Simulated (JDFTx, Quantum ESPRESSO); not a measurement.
InP: energy against volume and a worked fit

The structure is cubic, space group F-43m (No. 216). Conventional cell: a = 5.861 Å, b = 5.861 Å, c = 5.861 Å, α = 90.00°, β = 90.00°, γ = 90.00°. In (site symmetry -43m) is surrounded by 4 P at 2.54 Å. P (site symmetry -43m) has 4 In at 2.54 Å as nearest neighbours.

The cell was scaled at fixed shape and fractions and run with Quantum ESPRESSO, SG15 PBE 1.2, cutoff 952 eV; r2SCAN, k mesh 6 × 6 × 6 on the cell of 2 atoms, fermi-dirac occupations of 0.05 eV, no spin polarisation, no spin-orbit coupling. The potentials were made for PBE. Energies are those that the program minimises, any entropy of the smearing included.

| V (Å³/atom) | energy over the lowest row (meV/atom) |
| --- | --- |
| 23.6566 | 24.880 |
| 24.1600 | 11.297 |
| 24.6633 | ? |
| 25.1666 | 0.000 |
| 25.6700 | 1.170 |
| 26.1733 | 6.215 |
| 26.6766 | 14.759 |

**Question.** Fit the third-order Birch-Murnaghan form, give V0, B0 and B′, and predict the energy left open.

**Answer.** With y = (V0/V)^(2/3), E = E0 + (9 V0 B0/16) [(y - 1)³ B′ + (y - 1)² (6 - 4y)]. Least squares through the rows shown give V0 = 25.2762 Å³/atom, E0 = -0.100 meV, B0 = 67.99 GPa (1 eV/Å³ = 160.218 GPa) and B′ = 4.71, with a largest miss of 0.007 meV. At V = 24.6633 the form with these constants gives 3.204 meV; the run gave 3.214 meV an atom. Other set-ups at this level, from all their volumes (Å³/atom, GPa): JDFTx, SG15-PBE-1.2 with smoothed tails (made for PBE): V0 25.271, B0 68.3. Measured volume: 25.27 Å³/atom at 291.15 K (a printed reference work), so the fit lies +0.0 % from it. Measured modulus: 71 GPa (a printed reference work), so the fit lies -4.2 % from it. The runs are for a static lattice.
